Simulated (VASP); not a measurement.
# KI (Fm-3m) in VASP: further runs

Runs on KI. Level: PBEsol. Tasks: single point, relaxation of cell and atoms.

Everything below comes from runs of VASP 6.6.1. Logs are shortened: lines on timing, memory, paths and dates and some standing lists are left out, and cuts for length are marked.

**The experiment to reproduce.**

A printed reference work, monograph reports, for a bulk crystal of KI: band gap 6.32 eV.

The runs below are set against these values where they give the same quantity.

## Step 1: The cell of the first run

Symmetry: Fm-3m, No. 225, cubic system. Conventional cell: a = 7.006 Å, b = 7.006 Å, c = 7.006 Å, α = 90.00°, β = 90.00°, γ = 90.00°. K (site symmetry m-3m) has 6 I at 3.50 Å within 4.6 Å. I (site symmetry m-3m) has 6 K at 3.50 Å within 4.6 Å.

## Step 2: Single point, PBEsol

Contents of INCAR:

```
SYSTEM = KI
PREC     = Accurate       ! precision mode
ENCUT    = 520            ! plane-wave cutoff, eV
EDIFF    = 1E-6           ! SCF threshold, eV
ISMEAR   = 0              ! smearing method
SIGMA    = 0.02           ! smearing width, eV
LREAL    = .False.        ! projectors in reciprocal space
LASPH    = .True.         ! aspherical terms in the spheres
NELM     = 100            ! most SCF steps
ALGO     = Normal         ! electronic algorithm
ISIF     = 2              ! what is computed and relaxed
LWAVE    = .False.        ! write WAVECAR
LCHARG   = .False.        ! write CHGCAR
GGA      = PS             ! functional
NBANDS   = 15             ! bands
```

Contents of KPOINTS:

```
regular mesh
0
Gamma
  6 6 6
  0 0 0
```

Contents of POSCAR:

```
KI
1.0
    0.0000000000      3.5029897954      3.5029897954
    3.5029897954      0.0000000000      3.5029897954
    3.5029897954      3.5029897954      0.0000000000
K I
1 1
Direct
    0.0000000000      0.0000000000      0.0000000000
    0.5000000000      0.5000000000      0.5000000000
```

Potentials or basis: VASP PAW PBE potentials, release 64 (K_sv, I).

Command:

```bash
$ cat potpaw_PBE.64/K_sv/POTCAR potpaw_PBE.64/I/POTCAR > POTCAR
$ mpirun -np 1 vasp_std > vasp.out
```

OUTCAR:

```text
SYSTEM = KI
   PREC = Accurate
   ENCUT = 520
   EDIFF = 1E-6
   ISMEAR = 0
   LREAL = .False.
   LASPH = .True.
   NELM = 100
   ISIF = 2
   GGA = PS

 ion  position               nearest neighbor table
   1  0.000  0.000  0.000-   2 3.50   2 3.50   2 3.50   2 3.50   2 3.50   2 3.50
   2  0.500  0.500  0.500-   1 3.50   1 3.50   1 3.50   1 3.50   1 3.50   1 3.50

  LATTYP: Found a face centered cubic cell.
 ALAT       =     7.0059795908

  Lattice vectors:

 A1 = (   0.0000000000,   3.5029897954,   3.5029897954)
 A2 = (   3.5029897954,   0.0000000000,   3.5029897954)
 A3 = (   3.5029897954,   3.5029897954,   0.0000000000)

Analysis of symmetry for initial positions (statically):
=====================================================================
 Subroutine PRICEL returns:
 Original cell was already a primitive cell.

 Routine SETGRP: Setting up the symmetry group for a
 face centered cubic supercell.

 Subroutine GETGRP returns: Found 48 space group operations
 (whereof 48 operations were pure point group operations)
 out of a pool of 48 trial point group operations.

The static configuration has the point symmetry O_h .

Analysis of symmetry for dynamics (positions and initial velocities):
=====================================================================
 Subroutine PRICEL returns:
 Original cell was already a primitive cell.

 Routine SETGRP: Setting up the symmetry group for a
 face centered cubic supercell.

 Subroutine GETGRP returns: Found 48 space group operations
 (whereof 48 operations were pure point group operations)
 out of a pool of 48 trial point group operations.

The dynamic configuration has the point symmetry O_h .

 Subroutine INISYM returns: Found 48 space group operations
 (whereof 48 operations are pure point group operations),
 and found     1 'primitive' translations

----------------------------------------------------------------------------------------

                                     Primitive cell

  volume of cell :      85.9699

  direct lattice vectors                    reciprocal lattice vectors
     0.000000000  3.502989795  3.502989795    -0.142735215  0.142735215  0.142735215
     3.502989795  0.000000000  3.502989795     0.142735215 -0.142735215  0.142735215
     3.502989795  3.502989795  0.000000000     0.142735215  0.142735215 -0.142735215

  length of vectors
     4.953975678  4.953975678  4.953975678     0.247224644  0.247224644  0.247224644

  position of ions in fractional coordinates (direct lattice)
     0.000000000  0.000000000  0.000000000
     0.500000000  0.500000000  0.500000000

  ion indices of the primitive-cell ions
   primitive index   ion index
                 1           1
                 2           2

----------------------------------------------------------------------------------------

 KPOINTS: regular mesh

Automatic generation of k-mesh.
 Grid dimensions read from file:
 generate k-points for:    6    6    6

 Generating k-lattice:

  Cartesian coordinates                     Fractional coordinates (reciprocal lattice)
    -0.023789202  0.023789202  0.023789202     0.166666667  0.000000000  0.000000000
     0.023789202 -0.023789202  0.023789202     0.000000000  0.166666667  0.000000000
     0.023789202  0.023789202 -0.023789202     0.000000000  0.000000000  0.166666667

  Length of vectors
     0.041204107  0.041204107  0.041204107

  Shift w.r.t. Gamma in fractional coordinates (k-lattice)
     0.000000000  0.000000000  0.000000000

 Subroutine IBZKPT returns following result:
 ===========================================

 Found     16 irreducible k-points:

 Following reciprocal coordinates:
            Coordinates               Weight
  0.000000  0.000000  0.000000      1.000000
  0.166667  0.000000  0.000000      8.000000
  0.333333  0.000000  0.000000      8.000000
  0.500000  0.000000  0.000000      4.000000
  0.166667  0.166667  0.000000      6.000000
  0.333333  0.166667  0.000000     24.000000
[... 8 lines left out ...]
 -0.333333  0.333333  0.166667     24.000000
 -0.333333  0.500000  0.166667     12.000000
   k-points           NKPTS =     16   k-points in BZ     NKDIM =     16   number of bands    NBANDS=     15
   number of dos      NEDOS =    301   number of ions     NIONS =      2
   total plane-waves  NPLWV =  64000
   dimension x,y,z NGX =    40 NGY =   40 NGZ =   40
   dimension x,y,z NGXF=    80 NGYF=   80 NGZF=   80
   ions per type =               1   1
   NGX,Y,Z   is equivalent  to a cutoff of  13.42, 13.42, 13.42 a.u.
   NGXF,Y,Z  is equivalent  to a cutoff of  26.85, 26.85, 26.85 a.u.
 SYSTEM =  KI
   PREC   = accura    normal or accurate (medium, high low for compatibility)
   ISTART =      0    job   : 0-new  1-cont  2-samecut
   ICHARG =      2    charge: 1-file 2-atom 10-const
   ISPIN  =      1    spin polarized calculation?
   LNONCOLLINEAR =      F non collinear calculations
   LSORBIT =      F    spin-orbit coupling
   LASPH  =      T    aspherical Exc in radial PAW
   ENCUT  =  520.0 eV  38.22 Ry    6.18 a.u.   9.21  9.21  9.21*2*pi/ulx,y,z
   NELM   =    100;   NELMIN=  2; NELMDL= -5     # of ELM steps
   EDIFF  = 0.1E-05   stopping-criterion for ELM
   LREAL  =      F    real-space projection
   EDIFFG = 0.1E-04   stopping-criterion for IOM
   NSW    =      0    number of steps for IOM
   IBRION =     -1    ionic relax: 0-MD 1-quasi-New 2-CG
   NFREE  =      0    steps in history (QN), initial steepest desc. (CG)
   ISIF   =      2    stress and relaxation
   ISYM   =      2    0-nonsym 1-usesym 2-fastsym
   POTIM  = 0.5000    time-step for ionic-motion
   TEBEG  =    0.0;   TEEND  =   0.0 temperature during run
   PSTRESS=    0.0 pullay stress
   NELECT =      16.0000    total number of electrons
   NUPDOWN=      -1.0000    fix difference up-down
   EMIN   =  10.00;   EMAX   =-10.00  energy-range for DOS
   EFERMI =   0.00;   METHOD = LEGACY
   ISMEAR =     0;   SIGMA  =   0.02  broadening in eV -4-tet -1-fermi 0-gaus
   EFERMI_NEDOS =   21; number of points for ismear=-14 and -15
   IALGO  =     38    algorithm
   IMIX   =      4    mixing-type and parameters
     AMIX     =   0.40;   BMIX     =  1.00
     AMIX_MAG =   1.60;   BMIX_MAG =  1.00
  volume/ion in A,a.u.               =      42.98       290.08
  Fermi-wavevector in a.u.,A,eV,Ry     =   0.934686  1.766301 11.886577  0.873639
  Thomas-Fermi vector in A             =   2.061517
   LORBIT       =      0    0 simple, 1 ext, 2 COOP (PROOUT), +10 PAW based schemes
   GGA     = PS    functional components
   LHFCALC =     F    Hartree Fock is set to
   AEXX    =    0.0000 exact exchange contribution
   IVDW    =     0    specifies the selected vdW correction
   LEPSILON=     F    determine dielectric tensor
   LRPA    =     F    only Hartree local field effects (RPA)
 non-spin polarized calculation
 Gauss-broadening in eV      SIGMA  =   0.02
  energy-cutoff  :      520.00
  volume of cell :       85.97
 maximum number of plane-waves:      2332
 NGX is ok and might be reduce to    40
   NGX = 19   NGY = 19   NGZ = 19

 number of electron      15.9999999 magnetization

 Free energy of the ion-electron system (eV)
  ---------------------------------------------------
  ext. energy  EPLUGINS =         0.00000000
  ---------------------------------------------------
  free energy    TOTEN  =        -5.81596218 eV

  energy without entropy =       -5.81596218  energy(sigma->0) =       -5.81596218

 E-fermi :  -0.2095     XC(G=0):  -7.4464

 val. band max:       -0.3761321994   @ k =   0.0000   0.0000   0.0000
 cond. band min:       3.4913002940   @ k =   0.0000   0.0000   0.0000
 fundamental gap:      3.8674324934
 Fermi energy:        -0.2094796505

 k-point     1 :       0.0000    0.0000    0.0000
  band No.  band energies     occupation
      1     -28.6591      2.00000
      2     -12.2152      2.00000
      3     -12.2152      2.00000
      4     -12.2152      2.00000
      5     -10.9530      2.00000
      6      -0.3761      2.00000
      7      -0.3761      2.00000
      8      -0.3761      2.00000
      9       3.4913      0.00000
     10       6.0374      0.00000
     11       6.0374      0.00000
     12       6.0374      0.00000
     13       6.7961      0.00000
     14       6.7961      0.00000
     15       9.2507      0.00000

 k-point     2 :       0.1667    0.0000    0.0000
  band No.  band energies     occupation
      1     -28.6585      2.00000
      2     -12.2693      2.00000
      3     -12.2159      2.00000
      4     -12.2159      2.00000
      5     -10.8642      2.00000
      6      -0.8283      2.00000
      7      -0.4748      2.00000
      8      -0.4748      2.00000
      9       4.1381      0.00000
     10       5.9487      0.00000
     11       6.3378      0.00000
     12       6.3378      0.00000
     13       7.1280      0.00000
     14       7.1280      0.00000
     15      10.1816      0.00000

 k-point     3 :       0.3333    0.0000    0.0000
  band No.  band energies     occupation
      1     -28.6572      2.00000
      2     -12.3619      2.00000
      3     -12.2172      2.00000
      4     -12.2172      2.00000
      5     -10.7001      2.00000
      6      -1.5071      2.00000
      7      -0.6567      2.00000
      8      -0.6567      2.00000
      9       4.8741      0.00000
     10       6.6045      0.00000
     11       7.0668      0.00000
     12       7.0668      0.00000
     13       7.9954      0.00000
     14       7.9954      0.00000
     15       9.3552      0.00000

 k-point     4 :       0.5000    0.0000    0.0000
  band No.  band energies     occupation
      1     -28.6566      2.00000
      2     -12.4025      2.00000
      3     -12.2178      2.00000
      4     -12.2178      2.00000
      5     -10.6224      2.00000
      6      -1.7869      2.00000
      7      -0.7411      2.00000
      8      -0.7411      2.00000
      9       5.0299      0.00000
     10       7.3031      0.00000
     11       7.7393      0.00000
     12       7.7393      0.00000
     13       8.3293      0.00000
     14       8.3293      0.00000
     15       9.0339      0.00000
[... 163 lines left out ...]
 k-point    14 :       0.5000    0.3333    0.1667
  band No.  band energies     occupation
      1     -28.6564      2.00000
      2     -12.3249      2.00000
      3     -12.2384      2.00000
      4     -12.2260      2.00000
      5     -10.7146      2.00000
      6      -1.4365      2.00000
      7      -0.8772      2.00000
      8      -0.7817      2.00000
      9       5.3902      0.00000
     10       5.8594      0.00000
     11       6.8319      0.00000
     12       8.0201      0.00000
     13       8.1334      0.00000
     14       8.4206      0.00000
     15       9.6673      0.00000

 k-point    15 :      -0.3333    0.3333    0.1667
  band No.  band energies     occupation
      1     -28.6560      2.00000
      2     -12.3233      2.00000
      3     -12.2439      2.00000
      4     -12.2327      2.00000
      5     -10.6962      2.00000
      6      -1.4094      2.00000
      7      -1.0593      2.00000
      8      -0.8529      2.00000
      9       5.7934      0.00000
     10       6.1419      0.00000
     11       6.6507      0.00000
     12       7.8703      0.00000
     13       8.4055      0.00000
     14       8.8541      0.00000
     15       9.5528      0.00000

 k-point    16 :      -0.3333    0.5000    0.1667
  band No.  band energies     occupation
      1     -28.6558      2.00000
      2     -12.2702      2.00000
      3     -12.2605      2.00000
      4     -12.2445      2.00000
      5     -10.7406      2.00000
      6      -1.3038      2.00000
      7      -0.9758      2.00000
      8      -0.9587      2.00000
      9       5.1667      0.00000
     10       5.9980      0.00000
     11       6.9700      0.00000
     12       7.9523      0.00000
     13       8.1906      0.00000
     14       9.3210      0.00000
     15       9.7381      0.00000

------------------------ aborting loop because EDIFF is reached ----------------------------------------

  FORCE on cell =-STRESS in cart. coord.  units (eV):
  Direction    XX          YY          ZZ          XY          YZ          ZX
  --------------------------------------------------------------------------------------
  -------------------------------------------------------------------------------------
  Total        0.0252387      0.0252387      0.0252387     -0.0000000     -0.0000000      0.0000000
  in kB        0.4703598      0.4703598      0.4703598     -0.0000000     -0.0000000      0.0000000
  external PRESSURE =       0.4703598 kB  Pullay stress =       0.0000000 kB

 VOLUME and BASIS-vectors are now :
 -----------------------------------------------------------------------------
  energy-cutoff  :      520.00
  volume of cell :       85.97
      direct lattice vectors                 reciprocal lattice vectors
     0.000000000  3.502989795  3.502989795    -0.142735215  0.142735215  0.142735215
     3.502989795  0.000000000  3.502989795     0.142735215 -0.142735215  0.142735215
     3.502989795  3.502989795  0.000000000     0.142735215  0.142735215 -0.142735215

 POSITION                                       TOTAL-FORCE (eV/Angst)
 -----------------------------------------------------------------------------------
      0.00000      0.00000      0.00000         0.000000     -0.000000     -0.000000
      3.50299      3.50299      3.50299        -0.000000      0.000000      0.000000
 -----------------------------------------------------------------------------------
    total drift:                                0.000000     -0.000000     -0.000000

  FREE ENERGIE OF THE ION-ELECTRON SYSTEM (eV)
  ---------------------------------------------------
  free  energy   TOTEN  =        -5.8159621845 eV

  energy  without entropy=       -5.8159621845  energy(sigma->0) =       -5.81596218
```

It took 17 s on 1 thread of AMD EPYC 7R13 (Zen 3), shared host; peak memory 0.2 GiB.

Results:

| Quantity | Value |
| --- | --- |
| Free energy | -5.8160 eV |
| Pressure | 0.0 GPa |
| Band gap on the k mesh | 3.87 eV |

Caveat: the PAW data sets were made with another functional, which shifts forces and pressure a little; spin-orbit coupling is left out, which moves the levels of the heavy elements.

## Step 3: Relaxation of cell and atoms, PBEsol

This run uses another cell than the first one, of 43.78 Å³/atom.

Contents of INCAR:

```
SYSTEM = KI
PREC = Accurate
ENCUT = 600
EDIFF = 1E-6
ISMEAR = 0
SIGMA = 0.02
LREAL = .False.
LASPH = .True.
NELM = 80
ALGO = Normal
ISIF = 3
LWAVE = .False.
LCHARG = .False.
GGA = PS
IBRION = 2
NSW = 100
EDIFFG = -0.005
```

KPOINTS is that of step 2.

Contents of POSCAR:

```
KI
1.0
    0.0000000000      3.5245500000      3.5245500000
    3.5245500000      0.0000000000      3.5245500000
    3.5245500000      3.5245500000      0.0000000000
K I
1 1
Direct
    0.0000000000      0.0000000000      0.0000000000
    0.5000000000      0.5000000000      0.5000000000
```

Potentials or basis: VASP PAW PBE potentials, release 64 (K_sv, I).

Command:

```bash
$ cat potpaw_PBE.64/K_sv/POTCAR potpaw_PBE.64/I/POTCAR > POTCAR
$ mpirun -np 1 vasp_std > vasp.out
```

Run time: 46 s. Hardware: 1 thread of AMD EPYC 7R13 (Zen 3), shared host; peak memory 0.21 GiB.

Results (log left out):

```yaml
Free_energy: -5.8160 eV
Relaxed_volume: 43.18 Å³/atom
Relaxed_cell: a = 4.962 Å, b = 4.962 Å, c = 4.962 Å, α = 60.00°, β = 60.00°, γ = 60.00°
Space_group_after_relaxing_to_0.1_Å: Fm-3m (No. 225)
Energy_gained_by_relaxing: 0.3 meV/atom
Ionic_steps: 5
Pressure_after_relaxing: 0.0 GPa
Band_gap_on_the_k_mesh: 3.86 eV
```

The path:
| step | energy change (eV) | largest force (eV/Å) | pressure (GPa) | volume (Å³) |
| --- | --- | --- | --- | --- |
| 1 | 0.0000 | 0.0000 | -0.16 | 87.57 |
| 2 | -0.0004 | 0.0000 | -0.09 | 87.03 |
| 3 | -0.0006 | 0.0000 | -0.05 | 86.72 |
| 4 | -0.0006 | 0.0000 | 0.04 | 86.10 |
| 5 | -0.0007 | 0.0000 | -0.01 | 86.36 |

Final structure:
```
CELL_PARAMETERS angstrom
0.00000 3.50834 3.50834
3.50834 0.00000 3.50834
3.50834 3.50834 0.00000
ATOMIC_POSITIONS crystal
K 0.00000 0.00000 0.00000
I 0.50000 0.50000 0.50000
```

Levels at points of the mesh, in eV from the valence-band top:
```
           k point  band 4  band 5  band 6  band 7  band 8  band 9  band 10  band 11  band 12
(0.00, 0.00, 0.00)  -11.85  -10.57    0.00    0.00    0.00    3.86     6.42     6.42     6.42
(0.50, 0.00, 0.00)  -11.85  -10.25   -1.40   -0.36   -0.36    5.40     7.67     8.11     8.11
(0.50, 0.50, 0.00)  -11.87  -10.42   -1.05   -0.39   -0.39    4.79     5.72     8.09     8.75
```

Caveat: the PAW data sets were made with another functional, which shifts forces and pressure a little; spin-orbit coupling is left out, which moves the levels of the heavy elements.

## Step 4: Comparison with measurements

Step 2. Against the measured gap of KI, 6.32 eV (a printed reference work, monograph), the calculated 3.87 eV is off by -2.45 eV. Spin-orbit coupling on I is left out. The value is that of PBEsol, without temperature or zero-point motion. Semilocal functionals fall short of measured gaps as a rule.
